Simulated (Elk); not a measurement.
# Input and output of a self-consistent single point for GeTe (R3m, 2 atoms in the cell) (Elk)

Level of theory: PBE, all-electron FP-LAPW, Elk's shipped species files, APW+lo basis with extra local orbitals in Elk.

Input:

```
tasks
  0

xctype
  20

rgkmax
  7.5

gmaxvr
  14.0

nxlo
  2

lorbcnd
  .true.

rmtscf
  0.99

lmaxi
  2

stype
  0

swidth
  0.0001

maxscl
  100

scale
  8.216875227

avec
    0.4757212299    0.2746577278    0.8356150094
   -0.4757212299    0.2746577278    0.8356150094
    0.0000000000   -0.5493156126    0.8356149578

sppath
  'species/'

atoms
  2
  'Ge.in'
  1
  0.9922300000  0.9922300000  0.9922300000    0.0 0.0 0.0
  'Te.in'
  1
  0.5287770000  0.5287770000  0.5287770000    0.0 0.0 0.0

ngridk
  8 8 8
```

The program printed (abridged):

```
│ Elk code version 10.2.4 │

All units are atomic (Hartree, Bohr, etc.)

│ Ground-state run starting from atomic densities │

Lattice vectors :
   3.908941989       2.256828279       6.866144270
  -3.908941989       2.256828279       6.866144270
   0.000000000      -4.513657849       6.866143846

Unit cell volume      :    363.4310168
Brillouin zone volume :   0.6825235106

Muffin-tin inner radius fraction :   0.1000000000E-01

Nuclei treated as point charges

Species :    1 (Ge)
 parameters loaded from : Ge.in
 name : germanium
 nuclear charge    :   -32.00000000
 electronic charge :    32.00000000
 atomic mass :    132414.6195
 muffin-tin radius :    2.376000000
 number of radial points in muffin-tin :    497
 atomic positions (lattice), magnetic fields (Cartesian) :
   1 :   0.00000000  0.00000000  0.00000000    0.00000000  0.00000000  0.00000000

Species :    2 (Te)
 parameters loaded from : Te.in
 name : tellurium
 nuclear charge    :   -52.00000000
 electronic charge :    52.00000000
 atomic mass :    232600.5707
 muffin-tin radius :    2.574000000
 number of radial points in muffin-tin :    597
 atomic positions (lattice), magnetic fields (Cartesian) :
   1 :   0.53654700  0.53654700  0.53654700    0.00000000  0.00000000  0.00000000

Total number of atoms per unit cell :    2

Spin treatment :
 spin-unpolarised

Number of Bravais lattice symmetries :   12
Number of crystal symmetries         :    6
Crystal has no inversion symmetry
Complex Hermitian eigensolver will be used

k-point grid :      8     8     8
k-point offset :    0.000000000       0.000000000       0.000000000
k-point set is reduced with full crystal symmetry group
Total number of k-points :      120

Muffin-tin radius times maximum |G+k| :    7.500000000
 using average radius
Maximum |G+k| for APW functions       :    3.030303030
Maximum (1/2)|G+k|²                   :    4.591368228
Maximum |G| for potential and density :    14.00000000
 potential will be trimmed for |G| > 2 gkmax
Constant for pseudocharge density :    9
Radial integration step length :    4

G-vector grid sizes :     40    40    40
Number of G-vectors :    16849

Maximum angular momentum used for
 APW functions                      :    8
 outer part of muffin-tin           :    6
 inner part of muffin-tin           :    2

Total nuclear charge    :   -84.00000000
Total core charge       :    54.00000000
Total valence charge    :    30.00000000
Total excess charge     :    0.000000000
Total electronic charge :    84.00000000

Effective Wigner radius, rₛ :    1.010845304

Number of empty states         :    8
Total number of valence states :   23
Total number of core states    :   54

Conduction state local-orbitals added automatically
Total number of local-orbitals :  160

Exchange-correlation functional :     20     0     0
 Perdew-Burke-Ernzerhof, Phys. Rev. Lett. 77, 3865 (1996)
 gradient requirement :    1
 generalised gradient approximation (GGA)

Smearing type :    0
 Gaussian
Smearing width :   0.1000000000E-03
Effective electronic temperature (K) :    31.57750248

Mixing type :    3
 Broyden mixing, J. Phys. A: Math. Gen. 17, L317 (1984)

Kohn-Sham potential initialised from atomic data

│ Self-consistent loop started │
│ Loop number : 1 │
 total energy                :     -8904.05482614
│ Loop number : 2 │
 total energy                :     -8904.01086486
RMS change in Kohn-Sham potential (target) :   0.1353758122     (  0.1000000000E-05)
Absolute change in total energy (target)   :   0.4396127957E-01 (  0.1000000000E-03)
│ Loop number : 3 │
 total energy                :     -8902.67377061
RMS change in Kohn-Sham potential (target) :   0.1115239792     (  0.1000000000E-05)
Absolute change in total energy (target)   :    1.348084578     (  0.1000000000E-03)
│ Loop number : 4 │
 total energy                :     -8899.09341899
RMS change in Kohn-Sham potential (target) :   0.4869235548E-01 (  0.1000000000E-05)
Absolute change in total energy (target)   :    3.917372759     (  0.1000000000E-03)
│ Loop number : 5 │
 total energy                :     -8897.12368264
RMS change in Kohn-Sham potential (target) :   0.1492090998E-01 (  0.1000000000E-05)
Absolute change in total energy (target)   :    2.949079543     (  0.1000000000E-03)
│ Loop number : 6 │
 total energy                :     -8896.43680920
RMS change in Kohn-Sham potential (target) :   0.3563358308E-02 (  0.1000000000E-05)
Absolute change in total energy (target)   :    1.424143322     (  0.1000000000E-03)
│ Loop number : 7 │
 total energy                :     -8896.21126856
RMS change in Kohn-Sham potential (target) :   0.2258675054E-03 (  0.1000000000E-05)
Absolute change in total energy (target)   :   0.5815764731     (  0.1000000000E-03)
│ Loop number : 8 │
 total energy                :     -8896.19811451
RMS change in Kohn-Sham potential (target) :   0.1238417711E-03 (  0.1000000000E-05)
Absolute change in total energy (target)   :   0.1585481651     (  0.1000000000E-03)
│ Loop number : 9 │
 total energy                :     -8896.18476597
RMS change in Kohn-Sham potential (target) :   0.2791290720E-04 (  0.1000000000E-05)
Absolute change in total energy (target)   :   0.5298558218E-01 (  0.1000000000E-03)
│ Loop number : 10 │
 total energy                :     -8896.18434757
RMS change in Kohn-Sham potential (target) :   0.6186014731E-05 (  0.1000000000E-05)
Absolute change in total energy (target)   :   0.1366480081E-01 (  0.1000000000E-03)
│ Loop number : 11 │
 total energy                :     -8896.18445199
RMS change in Kohn-Sham potential (target) :   0.7436520512E-06 (  0.1000000000E-05)
Absolute change in total energy (target)   :   0.3311775983E-02 (  0.1000000000E-03)
│ Loop number : 12 │
 total energy                :     -8896.18440467
RMS change in Kohn-Sham potential (target) :   0.4108862972E-06 (  0.1000000000E-05)
Absolute change in total energy (target)   :   0.8752656904E-03 (  0.1000000000E-03)
│ Loop number : 13 │
 total energy                :     -8896.18438610
RMS change in Kohn-Sham potential (target) :   0.9633369035E-07 (  0.1000000000E-05)
Absolute change in total energy (target)   :   0.2373854022E-03 (  0.1000000000E-03)
│ Loop number : 14 │
 total energy                :     -8896.18438701
RMS change in Kohn-Sham potential (target) :   0.2967150156E-07 (  0.1000000000E-05)
Absolute change in total energy (target)   :   0.5844163024E-04 (  0.1000000000E-03)
Convergence targets achieved

│ Loop number : 15 │

Energies :
 Fermi                       :     0.226606713628
 sum of eigenvalues          :     -5336.36636163
 electron kinetic            :      9331.01951988
 core electron kinetic       :      9005.97095634
 Coulomb                     :     -17971.1267427
 Coulomb potential           :     -14333.6719121
 nuclear-nuclear             :     -770.460813165
 electron-nuclear            :     -20067.6599469
 Hartree                     :      2866.99401740
 Madelung                    :     -10804.2907866
 xc potential                :     -333.713969387
 exchange                    :     -251.740793939
 correlation                 :     -4.33637119585
 total energy                :     -8896.18438793

Density of states at Fermi energy :   0.8374968587E-05
 (states/Hartree/unit cell)

Estimated indirect band gap :   0.1634656991E-01
 from k-point    114 to k-point      5
Estimated direct band gap   :   0.2571303246E-01
 at k-point      5

Charges :
 core                        :    54.00000000
 valence                     :    30.00000000
 interstitial                :    3.820551739
 muffin-tins (core leakage)
  species :    1 (Ge)
   atom    1                 :    30.29566302     (  0.3809981119E-03)
  species :    2 (Te)
   atom    1                 :    49.88378524     (  0.4642962867E-03)
 total in muffin-tins        :    80.17944826
 total calculated charge     :    83.98866644
 total charge                :    84.00000000
 error                       :   0.1133355620E-01

│ Self-consistent loop stopped │
```

The run converged in 15 iterations. The count includes the last loop, which Elk runs after its targets are met.

The starting cell comes from a database of computed structures (which also holds hypothetical and non-ambient phases and stackings), without a prior relaxation at this level. Its lattice was rescaled by a random factor within 2.5 % of one. Spin-orbit coupling is off. Values depend on the basis (sphere radii, cutoffs, local orbitals), which need not be converged.
